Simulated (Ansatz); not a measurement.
Runs of Ansatz 0.2.0 on FeO (Wuestite). Symmetry: Fm-3m, No. 225, cubic system. The conventional cell has a = 4.311 Å, b = 4.311 Å, c = 4.311 Å, α = 90.00°, β = 90.00°, γ = 90.00°. Around Fe (site symmetry m-3m) lie 6 O at 2.16 Å. O (site symmetry m-3m) is surrounded by 6 Fe at 2.16 Å. 

```csv
task,level,cell,k mesh,cutoff (eV),smearing,gap on the mesh (eV),pressure (GPa),moment (μB)
band structure,LDA,as given,11 × 11 × 11,349,fermi-dirac 0.05 eV,-,-15.6,4.00
single point,PBE,as given,11 × 11 × 11,349,gaussian 0.027 eV,none,-0.4,4.00
band structure,PBE,as given,11 × 11 × 11,349,fermi-dirac 0.05 eV,-,(a),4.00
elastic constants,LDA,as given,8 × 8 × 8,373,fermi-dirac 0.05 eV,none,-15.6,4.00
single point,PBE,as given,11 × 11 × 11,349,gaussian 0.015 eV,none,-0.4,4.00
band structure,PBEsol,as given,11 × 11 × 11,349,fermi-dirac 0.05 eV,-,-8.6,4.00
relaxation of cell and atoms,PBEsol+D4,relaxed,11 × 11 × 11,-,fermi-dirac 0.05 eV,-,0.0,4.00
single point,PBE,as given,11 × 11 × 11,349,gaussian 0.022 eV,none,-0.4,4.00
```

Alike in all rows: potentials or basis all-electron LAPW, scalar-relativistic; spin collinear, ferromagnetic start; basis error allowed 0.001 eV/atom.

Problem. Estimate the missing entries.

Solution. (a) -0.3.

Caveats: a cell with one magnetic atom can't hold antiferromagnetic order, which such compounds often take; semilocal functionals often make such compounds metallic where correlation or magnetic order opens a gap, which also shifts bond lengths (some runs); the k mesh is thin for a metal, which can move the energy by tens of meV per atom (some runs); a metal's response needs a denser mesh (some runs); the cell is more than 3 GPa from zero pressure, which shifts response properties (some runs); elastic constants of metals need much finer meshes, so these are rough (some runs); so large a pressure means that the cell lies far from this level's equilibrium, or that cutoff or potentials fall short (some runs).

A gap of «none» marks a metal or a gap under the smearing width.
